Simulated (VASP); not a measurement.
Set up this calculation in VASP 6.6.1, as an ASE script.

```
Task                   : single point
Functional             : PBEsol
Potentials or basis    : VASP PAW PBE potentials, release 64 (Cs_sv, I)
Cutoff                 : 520 eV
k mesh                 : 6 × 6 × 6
Occupations            : gaussian, width 0.05 eV
Spin                   : no spin polarisation
Further INCAR settings : ALGO = Normal; EDIFF = 1.00e-06; NBANDS = 15
```

The system is CsI.

```
Cs I
1.0
     4.56670    0.00000    0.00000
     0.00000    4.56670    0.00000
     0.00000    0.00000    4.56670
Cs I
1 1
Direct
  0.00000 0.00000 0.00000
  0.50000 0.50000 0.50000
```

One way to write it, as run:

run.py

```python
from ase.calculators.vasp import Vasp
from ase.dft.bandgap import bandgap
from ase.spacegroup import crystal

atoms = crystal(
    ['Cs', 'I'],
    basis=[[0.0, 0.0, 0.0], [0.5, 0.5, 0.5]],
    spacegroup=221,
    setting=1,
    cellpar=[4.5667, 4.5667, 4.5667, 90.0, 90.0, 90.0],
    primitive_cell=True,
)
calc = Vasp(
    directory='calc',
    xc='pbesol',
    pp='PBE',
    setups='materialsproject',
    prec='Accurate',
    encut=520,
    ediff=1e-06,
    ismear=0,
    sigma=0.05,
    lreal=False,
    lasph=True,
    nelm=60,
    algo='Normal',
    isif=2,
    lwave=False,
    lcharg=True,
    lelf=True,
    lvhar=True,
    kpts=[6, 6, 6],
    gamma=True,
    nbands=15,
)
atoms.calc = calc

print('energy (eV):', atoms.get_potential_energy())
print('free energy (eV):', atoms.get_potential_energy(force_consistent=True))
print('forces (eV/A):')
print(atoms.get_forces())
print('stress (eV/A^3, Voigt):', atoms.get_stress())
print('Fermi level (eV):', calc.get_fermi_level())
gap, top, bottom = bandgap(calc)
print('band gap (eV):', gap, 'from (spin, k, band)', top, 'to', bottom)
```

Potentials or basis: VASP PAW PBE potentials, release 64 (Cs_sv, I).

Run with:

```bash
$ python run.py
```

It gave:

```json
{"Pressure": "-0.4 GPa", "Band gap on the k mesh": "3.70 eV, indirect (least direct gap 3.79 eV)"}
```

Caveat: the PAW data sets were made with another functional, which shifts forces and pressure a little; spin-orbit coupling is left out, which moves the levels of the heavy elements.

Run time: 24 s on 1 thread of Intel(R) Xeon(R) Platinum 8488C (Sapphire Rapids) (shared host), peak memory 0.21 GiB.
